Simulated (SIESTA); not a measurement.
Ru in SIESTA: the effect of strain zz

The system is Ru.

```
CELL_PARAMETERS angstrom
2.70580 0.00000 0.00000
-1.35290 2.34329 0.00000
0.00000 0.00000 4.11062
ATOMIC_POSITIONS crystal
Ru 0.66667 0.33333 0.75000
Ru 0.33333 0.66667 0.25000
```

The cell isn't the ideal one: cell strained along z.

Alike in all runs:

- Program: SIESTA 5.4.2
- Task: band structure
- Functional: PBEsol
- Potentials or basis: PseudoDojo 0.4 standard (PBEsol files)
- Basis: DZP (energy shift 0.003 Ry; two zetas on semicore shells)
- Grid cutoff: 800 Ry
- Energy shift: 0.003 Ry
- k mesh: 11 × 11 × 6
- Occupations: fermi-dirac, width 0.05 eV
- Spin: no spin polarisation

Task: One run gave: pressure 5.1 GPa. Which strain zz did it use?
A. -0.02
B. 0
C. -0.04
D. 0.02
E. 0.04

Result: A.

| strain zz | pressure (GPa) |
| --- | --- |
| -0.04 | 14.0 |
| -0.02 | 5.1 |
| 0 | -2.5 |
| 0.02 | -8.9 |
| 0.04 | -14.3 |

Caveats: the basis of atomic orbitals isn't converged, which shifts pressures, moduli and gaps.
